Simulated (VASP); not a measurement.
# Al (P6_3/mmc) in VASP: settings compared, part 2 of 2

VASP 6.6.1. Earlier steps stand in the parts before.

## 3. Relaxation of cell and atoms, r2SCAN+rVV10

INCAR reads:

```
  ALGO = Normal
  BPARAM = 11.95
  CPARAM = 0.0093
  EDIFF = 1E-7
  EDIFFG = -0.005
  ENCUT = 600
  IBRION = 2
  ISIF = 3
  ISMEAR = 0
  IVDW_NL = 2
  LASPH = True
  LCHARG = False
  LMIXTAU = True
  LREAL = False
  LUSE_VDW = True
  LWAVE = False
  METAGGA = R2SCAN
  NELM = 100
  NSW = 90
  PREC = Accurate
  SIGMA = 0.1
```

KPOINTS reads:

```
k-points
0
Gamma
  18 18 10
```

POSCAR reads:

```
Al
1.0
    2.8633495100      0.0000000000      0.0000000000
   -1.4316747500      2.4797334100      0.0000000000
    0.0000000000      0.0000000000      4.6758497400
Al
2
Direct
    0.3333333300      0.6666666700      0.2500000000
    0.6666666700      0.3333333300      0.7500000000
```

Potentials or basis: VASP PAW PBE potentials, release 64 (Al).

Started as:

```bash
> cat potpaw_PBE.64/Al/POTCAR > POTCAR
> mpirun -np 1 vasp_std > vasp.out
```

OUTCAR:

```text
BPARAM = 11.95
   EDIFF = 1E-7
   EDIFFG = -0.005
   ENCUT = 600
   IBRION = 2
   ISIF = 3
   ISMEAR = 0
   IVDW_NL = 2
   LASPH = True
   LREAL = False
   METAGGA = R2SCAN
   NELM = 100
   NSW = 90
   PREC = Accurate

 ion  position               nearest neighbor table
   1  0.333  0.667  0.250-   2 2.86   2 2.86   2 2.86   2 2.86   2 2.86   2 2.86
   2  0.667  0.333  0.750-   1 2.86   1 2.86   1 2.86   1 2.86   1 2.86   1 2.86

  LATTYP: Found a hexagonal cell.
 ALAT       =     2.8633495100
 C/A-ratio  =     1.6329999966

  Lattice vectors:

 A1 = (   2.8633495100,   0.0000000000,   0.0000000000)
 A2 = (  -1.4316747500,   2.4797334100,   0.0000000000)
 A3 = (   0.0000000000,   0.0000000000,   4.6758497400)

Analysis of symmetry for initial positions (statically):
=====================================================================
 Subroutine PRICEL returns:
 Original cell was already a primitive cell.

 Routine SETGRP: Setting up the symmetry group for a
 hexagonal supercell.

 Subroutine GETGRP returns: Found 24 space group operations
 (whereof 12 operations were pure point group operations)
[... 179 lines left out ...]
  Total       -0.7061211     -0.7061211     -0.7739439     -0.0000000     -0.0000000      0.0000000
  in kB      -34.0760973    -34.0760971    -37.3491032     -0.0000001     -0.0000000      0.0000000
  external PRESSURE =     -35.1670992 kB  Pullay stress =       0.0000000 kB
[... 239 lines left out ...]
--------------------------------------- Ionic step        8  -------------------------------------------

 number of electron       6.0000000 magnetization

 Free energy of the ion-electron system (eV)
  ---------------------------------------------------
  ext. energy  EPLUGINS =         0.00000000
  ---------------------------------------------------
  free energy    TOTEN  =       -13.26543280 eV

  energy without entropy =      -13.26097249  energy(sigma->0) =      -13.26320264

 E-fermi :   8.4112     XC(G=0): -11.0581

 val. band max:        8.4036499836   @ k =   0.2222   0.2222   0.0000
 cond. band min:       8.4402742522   @ k =   0.3333  -0.0000   0.1000
 fundamental gap:      0.0366242686
 Fermi energy:         8.4111757055

 k-point     1 :       0.0000    0.0000    0.0000
  band No.  band energies     occupation
      1      -3.7131      2.00000
      2       3.2876      2.00000
      3       3.8988      2.00000
      4      19.9249      0.00000
      5      19.9249      0.00000
      6      20.1611      0.00000
      7      20.1611      0.00000
[... 221 lines left out ...]
 k-point    24 :       0.3889    0.1111    0.0000
  band No.  band energies     occupation
      1       1.5969      2.00000
      2       4.3322      2.00000
      3       8.2950      1.89963
      4       9.0378      0.00000
      5      10.8359      0.00000
      6      11.1259      0.00000
      7      12.8842      0.00000

 [... further k-points ...]

------------------------ aborting loop because EDIFF is reached ----------------------------------------

  FORCE on cell =-STRESS in cart. coord.  units (eV):
  Direction    XX          YY          ZZ          XY          YZ          ZX
  --------------------------------------------------------------------------------------
  -------------------------------------------------------------------------------------
  Total       -0.0063858     -0.0063858     -0.0080342     -0.0000000      0.0000000     -0.0000000
  in kB       -0.3216682     -0.3216682     -0.4047033     -0.0000000      0.0000000     -0.0000000
  external PRESSURE =      -0.3493466 kB  Pullay stress =       0.0000000 kB
[... 17 lines left out ...]
  FREE ENERGIE OF THE ION-ELECTRON SYSTEM (eV)
  ---------------------------------------------------
  free  energy   TOTEN  =       -13.2654327977 eV

  energy  without entropy=      -13.2609724916  energy(sigma->0) =      -13.26320264

 reached required accuracy - stopping structural energy minimisation
```

It took 12 min on 1 thread of Intel Xeon 6975P-C (Granite Rapids), shared host; peak memory 0.3 GiB.

What came out:

```yaml
Free_energy: -13.2654 eV
Relaxed_volume: 15.90 Å³/atom
Relaxed_cell: a = 2.829 Å, b = 2.829 Å, c = 4.588 Å, α = 90.00°, β = 90.00°, γ = 120.00°
Space_group_after_relaxing_to_0.05_Å: P6_3/mmc (No. 194)
Energy_gained_by_relaxing: 8.3 meV/atom
Ionic_steps: 8
Pressure_after_relaxing: 0.0 GPa
Band_gap_on_the_k_mesh: none (metal or under the smearing width)
```

The path:
| step | energy change (eV) | largest force (eV/Å) | pressure (GPa) | volume (Å³) |
| --- | --- | --- | --- | --- |
| 1 | 0.0000 | 0.0000 | -3.52 | 33.20 |
| 2 | -0.0155 | 0.0000 | 0.92 | 31.48 |
| 3 | -0.0163 | 0.0000 | 0.04 | 31.78 |
| 4 | -0.0163 | 0.0000 | -0.04 | 31.81 |
| 5 | -0.0164 | 0.0000 | -0.04 | 31.81 |
| 6 | -0.0165 | 0.0000 | -0.03 | 31.80 |
| 7 | -0.0165 | 0.0000 | -0.04 | 31.81 |
| 8 | -0.0165 | 0.0000 | -0.03 | 31.81 |

Final structure:
```
CELL_PARAMETERS angstrom
2.82926 0.00000 0.00000
-1.41463 2.45021 0.00000
0.00000 0.00000 4.58819
ATOMIC_POSITIONS crystal
Al 0.33333 0.66667 0.25000
Al 0.66667 0.33333 0.75000
```

Caveat: the PAW data sets were made with another functional, which shifts forces and pressure a little.
